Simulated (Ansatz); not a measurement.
The system is Mg.

```
Mg
1.0
     3.17683    0.00000    0.00000
    -1.58841    2.75121    0.00000
     0.00000    0.00000   10.31886
Mg
4
Direct
  0.66667 0.33333 0.75000
  0.00000 0.00000 0.50000
  0.33333 0.66667 0.25000
  0.00000 0.00000 0.00000
```

Base run:

```yaml
Program: Ansatz 0.2.0
Functional: LDA
Potentials_or_basis: Ansatz PAW
Cutoff: "420 eV (not typed: the program's choice for these potentials)"
k_mesh: 10 × 10 × 3
Occupations: fermi-dirac, width 0.05 eV
Spin: no spin polarisation
```

Its results: band gap on the k mesh none (metal or under the smearing width); pressure -1.3 GPa.

**Question.** The run is repeated on the same cell with these changes: functional from LDA to PBE. What comes out?

**Answer.** Band gap on the k mesh none (metal or under the smearing width); pressure 0.9 GPa.

PBE binds less tightly than LDA, so the same cell stands under more pressure.

Caveats: the PAW data sets come from PBE, with cores solved anew for the run's functional, which leaves a small shift of forces and pressure (some runs).
